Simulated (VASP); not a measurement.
# SnSe2: Br into a neighbouring Se vacancy, part 2 of 2

Wanted: the minimum-energy path in SnSe2 for this move: Br into a neighbouring Se vacancy. The start is a cell from a database of measured crystal structures.

VASP 6.6.1, plane waves and PAW; the level of theory is named at each step.

So far. Step 4 (Relax the start): The run ended after 24 ionic steps, 0.625 eV below its first step, once the forces on the free atoms met EDIFFG = -0.05. Step 5 (Relax the end): The run ended after 26 ionic steps, 0.645 eV below its first step, once the forces on the free atoms met EDIFFG = -0.05.

## (6) Nudged elastic band

Images on a straight line between the ends relax across the path, while springs keep them spaced along it.

Contents of INCAR:

```
SYSTEM = Sn8Se14Br
PREC = Normal
ENCUT = 280
EDIFF = 1E-05
NELM = 120
ISMEAR = 0
SIGMA = 0.05
LREAL = Auto
ALGO = Fast
GGA = PE
NBANDS = 98
ISPIN = 2
MAGMOM = 0 0 0 0 0 0 0 0.6 0 0 0.6 0 0 0 0 0 0 0 0 0 0 0 0.6
LWAVE = .FALSE.
LCHARG = .FALSE.
LASPH = .TRUE.
IMAGES = 3
SPRING = -5
IBRION = 1
POTIM = 0.3
NSW = 60
EDIFFG = -0.05
ISYM = 0
ISIF = 0
```

Contents of POSCAR:

```
Sn8Se14Br
1.0
    7.7503128848      0.0000000000      0.0000000000
   -3.8751564424      6.7119678456      0.0000000000
    0.0000000000      0.0000000000     14.0075321212
Sn Se Br
8 14 1
Direct
    0.9998132080      0.0000416003      0.9995582524
    0.9730796159      0.9868060075      0.5025178067
    0.9992653708      0.4993769809      0.9993234215
    0.9950041987      0.4979207660      0.4957652151
    0.4991141723      0.9993524189      0.0001117921
    0.5155375045      0.0267524440      0.5099746035
    0.4999458794      0.4999844926      0.9998453109
    0.5144879038      0.4862630954      0.5099840175
    0.3339275416      0.1667962600      0.8861937182
    0.3321140046      0.6657043464      0.8862200964
    0.8361935533      0.1783847972      0.3805040307
    0.8320704849      0.1659922288      0.8861796865
    0.8356030256      0.6583918402      0.3806833612
    0.8337897943      0.6669461553      0.8860298293
    0.1656489602      0.3325135206      0.1130020667
    0.1550481639      0.3356496853      0.6087458771
    0.1653342381      0.8323417683      0.1131093196
    0.1558708148      0.8204615955      0.6086239754
    0.6667354673      0.3336185967      0.1133827943
    0.7105810922      0.3548402197      0.6291359605
    0.6664170367      0.8330847866      0.1134301536
    0.6508928335      0.8243588900      0.6148067890
    0.3220140416      0.6613714730      0.3741447061
```

Contents of KPOINTS:

```
Automatic mesh
0
Gamma
2 2 1
0 0 0
```

Contents of 00/POSCAR:

```
Sn8Se14Br
1.0
    7.7503128848      0.0000000000      0.0000000000
   -3.8751564424      6.7119678456      0.0000000000
    0.0000000000      0.0000000000     14.0075321212
Sn Se Br
8 14 1
Direct
    0.9998132080      0.0000416003      0.9995582524
    0.9730796159      0.9868060075      0.5025178067
    0.9992653708      0.4993769809      0.9993234215
    0.9950041987      0.4979207660      0.4957652151
    0.4991141723      0.9993524189      0.0001117921
    0.5155375045      0.0267524440      0.5099746035
    0.4999458794      0.4999844926      0.9998453109
    0.5144879038      0.4862630954      0.5099840175
    0.3339275416      0.1667962600      0.8861937182
    0.3321140046      0.6657043464      0.8862200964
    0.8361935533      0.1783847972      0.3805040307
    0.8320704849      0.1659922288      0.8861796865
    0.8356030256      0.6583918402      0.3806833612
    0.8337897943      0.6669461553      0.8860298293
    0.1656489602      0.3325135206      0.1130020667
    0.1550481639      0.3356496853      0.6087458771
    0.1653342381      0.8323417683      0.1131093196
    0.1558708148      0.8204615955      0.6086239754
    0.6667354673      0.3336185967      0.1133827943
    0.7105810922      0.3548402197      0.6291359605
    0.6664170367      0.8330847866      0.1134301536
    0.6508928335      0.8243588900      0.6148067890
    0.3220140416      0.6613714730      0.3741447061
```

Contents of 01/POSCAR:

```
Sn8Se14Br
1.0
    7.7503128848      0.0000000000      0.0000000000
   -3.8751564424      6.7119678456      0.0000000000
    0.0000000000      0.0000000000     14.0075321212
Sn Se Br
8 14 1
Direct
    0.9998834951      0.0001058910      0.9995113148
    0.9788209888      0.9896330891      0.5007997183
    0.9994981617      0.4995903719      0.9993633102
    0.9894832737      0.4950645985      0.4974523204
    0.4995180459      0.9995696281     -0.0000982986
    0.5154273218      0.0166411740      0.5095177407
    0.4999668986      0.4999843885      0.9997062199
    0.5148428507      0.4964956419      0.5096291536
    0.3336106496      0.1665817155      0.8860882029
    0.3325432518      0.6660970155      0.8860831380
    0.8368175060      0.1739658402      0.3803237988
    0.8327330634      0.1662812262      0.8860773069
    0.8363341044      0.6633945034      0.3805015021
    0.8337220081      0.6669874670      0.8859781054
    0.1659769200      0.3328344397      0.1129667613
    0.1556239210      0.3322637302      0.6086308571
    0.1656722372      0.8327008951      0.1130542804
    0.1560996920      0.8241955878      0.6085813468
    0.6665379338      0.3333647899      0.1132878344
    0.6954337093      0.3470678192      0.6252677910
    0.6666653997      0.8331873688      0.1132696666
    0.6658634569      0.8319793932      0.6182102197
    0.3223783451      0.7863570955      0.3740121814
```

Contents of 02/POSCAR:

```
Sn8Se14Br
1.0
    7.7503128848      0.0000000000      0.0000000000
   -3.8751564424      6.7119678456      0.0000000000
    0.0000000000      0.0000000000     14.0075321212
Sn Se Br
8 14 1
Direct
    0.9999537822      0.0001701817      0.9994643771
    0.9845623617      0.9924601707      0.4990816298
    0.9997309526      0.4998037629      0.9994031990
    0.9839623488      0.4922084310      0.4991394256
    0.4999219194      0.9997868374     -0.0003083892
    0.5153171390      0.0065299040      0.5090608778
    0.4999879178      0.4999842844      0.9995671288
    0.5151977975      0.5067281884      0.5092742898
    0.3332937576      0.1663671710      0.8859826876
    0.3329724989      0.6664896846      0.8859461796
    0.8374414587      0.1695468832      0.3801435668
    0.8333956418      0.1665702236      0.8859749272
    0.8370651831      0.6683971666      0.3803196430
    0.8336542220      0.6670287786      0.8859263816
    0.1663048798      0.3331553588      0.1129314559
    0.1561996781      0.3288777752      0.6085158371
    0.1660102362      0.8330600220      0.1129992413
    0.1563285691      0.8279295801      0.6085387182
    0.6663404003      0.3331109832      0.1131928746
    0.6802863264      0.3392954186      0.6213996215
    0.6669137628      0.8332899510      0.1131091795
    0.6808340803      0.8395998964      0.6216136505
    0.3227426486      0.9113427180      0.3738796566
```

Contents of 03/POSCAR:

```
Sn8Se14Br
1.0
    7.7503128848      0.0000000000      0.0000000000
   -3.8751564424      6.7119678456      0.0000000000
    0.0000000000      0.0000000000     14.0075321212
Sn Se Br
8 14 1
Direct
    1.0000240694      0.0002344723      0.9994174394
    0.9903037346      0.9952872523      0.4973635414
    0.9999637434      0.5000171539      0.9994430877
    0.9784414238      0.4893522636      0.5008265309
    0.5003257930      1.0000040466     -0.0005184799
    0.5152069562     -0.0035813659      0.5086040150
    0.5000089371      0.4999841802      0.9994280378
    0.5155527444      0.5169607349      0.5089194260
    0.3329768656      0.1661526266      0.8858771723
    0.3334017460      0.6668823537      0.8858092212
    0.8380654114      0.1651279261      0.3799633349
    0.8340582203      0.1668592209      0.8858725476
    0.8377962618      0.6733998299      0.3801377838
    0.8335864358      0.6670700903      0.8858746577
    0.1666328396      0.3334762779      0.1128961505
    0.1567754351      0.3254918202      0.6084008171
    0.1663482353      0.8334191488      0.1129442022
    0.1565574463      0.8316635724      0.6084960896
    0.6661428668      0.3328571764      0.1130979148
    0.6651389435      0.3315230180      0.6175314520
    0.6671621258      0.8333925332      0.1129486924
    0.6958047037      0.8472203996      0.6250170812
    0.3231069520      1.0363283404      0.3737471318
```

Contents of 04/POSCAR:

```
Sn8Se14Br
1.0
    7.7503128848      0.0000000000      0.0000000000
   -3.8751564424      6.7119678456      0.0000000000
    0.0000000000      0.0000000000     14.0075321212
Sn Se Br
8 14 1
Direct
    1.0000943565      0.0002987630      0.9993705018
    0.9960451075      0.9981143339      0.4956454530
    1.0001965343      0.5002305449      0.9994829764
    0.9729204988      0.4864960961      0.5025136362
    0.5007296666      1.0002212558     -0.0007285706
    0.5150967735     -0.0136926359      0.5081471522
    0.5000299563      0.4999840761      0.9992889468
    0.5159076913      0.5271932814      0.5085645621
    0.3326599736      0.1659380821      0.8857716570
    0.3338309932      0.6672750228      0.8856722628
    0.8386893641      0.1607089691      0.3797831030
    0.8347207988      0.1671482183      0.8857701680
    0.8385273406      0.6784024931      0.3799559247
    0.8335186496      0.6671114020      0.8858229338
    0.1669607994      0.3337971970      0.1128608451
    0.1573511922      0.3221058651      0.6082857971
    0.1666862344      0.8337782757      0.1128891630
    0.1567863235      0.8353975647      0.6084534610
    0.6659453333      0.3326033696      0.1130029549
    0.6499915606      0.3237506175      0.6136632825
    0.6674104889      0.8334951154      0.1127882054
    0.7107753271      0.8548409028      0.6284205119
    0.3234712555      1.1613139629      0.3736146071
```

PAW data sets: Sn, Se and Br (PBE family, release 64).

Run with:

```bash
mpirun -np 3 vasp_std
```

The job ended after 87 min (3 MPI ranks of AMD EPYC 7R43, shared host; peak memory 1 GiB).

The band used up its steps before its forces met the threshold, so no barrier is taken from it.

## (7) Summary of results

```json
{
  "result": "none"
}
```

In words: The session ends without its result: «nudged elastic band» used up its steps.

[Lines on the potential files, build, host, timing and source positions are cut from VASP's logs without a mark.]

[Logs are printed without paths, hosts, clocks, repeated set-up lines and the standing remarks that a program may print on its own settings, such as how far it seeks lower states.]

[Hosts, paths, dates, database ids (printed as entryN), source tags and the programs' standing remarks are cut or masked in the printed files.]

[Runs that stopped without an error message from VASP are left out.]
